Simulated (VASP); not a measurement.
Wanted: the native input for a VASP 6.6.1 run.

* Task: band structure
* Functional: PBE
* Potentials or basis: VASP PAW PBE potentials, release 64 (Ga_d, N)
* Cutoff: 520 eV
* k mesh: 6 × 6 × 6
* Occupations: gaussian, width 0.03 eV
* Spin: no spin polarisation
* Grid for exact exchange (PRECFOCK): Fast
* Further INCAR settings: ALGO = Normal; EDIFF = 1e-06; NBANDS = 16

The structure of GaN lies in POSCAR:

```
GaN                                     
1.0
    0.0000000000      2.2741012835      2.2741012835
    2.2741012835      0.0000000000      2.2741012835
    2.2741012835      2.2741012835      0.0000000000
  Ga              N             
     1     1
Direct
     0.0000000000000000    0.0000000000000000    0.0000000000000000
     0.7500000000000000    0.7500000000000000    0.7500000000000000
```

The cell is a database's computed one.

The input as run:

INCAR

```
SYSTEM = GaN
ALGO = Normal ; EDIFF = 1E-6
ENCUT = 520 ; GGA = PE
ISIF = 2 ; ISMEAR = 0
KPAR = 2 ; LASPH = .TRUE.
LCHARG = .FALSE. ; LREAL = .FALSE.
LWAVE = .FALSE. ; NBANDS = 16
NELM = 80 ; PREC = Accurate
SIGMA = 0.03
```

KPOINTS

```
k-points
0
G
  6 6 6
  0 0 0
```

KPOINTS_OPT

```
explicit points
9
Reciprocal
 0.0000000000  0.0000000000  0.0000000000 1
 0.3750000000  0.3750000000  0.7500000000 1
 0.5000000000  0.5000000000  0.5000000000 1
 0.6250000000  0.2500000000  0.6250000000 1
 0.5000000000  0.2500000000  0.7500000000 1
 0.5000000000  0.0000000000  0.5000000000 1
 0.4000000000  0.0000000000  0.4000000000 1
 0.4250000000  0.0000000000  0.4250000000 1
 0.4500000000  0.0000000000  0.4500000000 1
```

Potentials or basis: VASP PAW PBE potentials, release 64 (Ga_d, N).

Launch:

```sh
$ cat potpaw_PBE.64/Ga_d/POTCAR potpaw_PBE.64/N/POTCAR > POTCAR
$ mpirun -np 2 vasp_std > vasp.out
```

It gave:

```yaml
Pressure: 0.1 GPa
Band_gap_on_the_k_mesh: 1.55 eV, direct
Band_gap_along_the_path: 1.55 eV, direct
```

Run time: 3.2 s on 2 MPI ranks on AMD EPYC 9R45 96-Core Processor (Zen 5) (shared host), peak memory 0.11 GiB a rank.
